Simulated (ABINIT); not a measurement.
Os:

```
Os
1.0
     2.73410    0.00000    0.00000
    -1.36705    2.36780    0.00000
     0.00000    0.00000    4.31970
Os
2
Direct
  0.66667 0.33333 0.75000
  0.33333 0.66667 0.25000
```

Base run:

* Program: ABINIT 10.8.3 (patched build)
* Functional: PBEsol
* Potentials or basis: JTH PAW PBE v2.0
* Cutoff: 408 eV
* k mesh: 11 × 11 × 6
* Occupations: fermi-dirac, width 0.05 eV
* Spin: no spin polarisation

Its results: band gap on the k mesh none (metal or under the smearing width); pressure -2.2 GPa.

Task: The run is repeated on the same cell with these changes: functional from PBEsol to HLE16. What comes out?

Result: Band gap on the k mesh none (metal or under the smearing width); pressure -77.3 GPa.

Caveats: spin-orbit coupling is left out, which moves the levels of the heavy elements; the PAW data sets were made with another functional, which shifts forces and pressure a little (some runs); the cell as given lies far from equilibrium (some runs); the potentials were made for a functional far from this one (some runs); so large a pressure means that the cell lies far from this level's equilibrium, or that cutoff or potentials fall short (some runs); the potentials were made for another functional, which shifts forces and pressure (some runs).
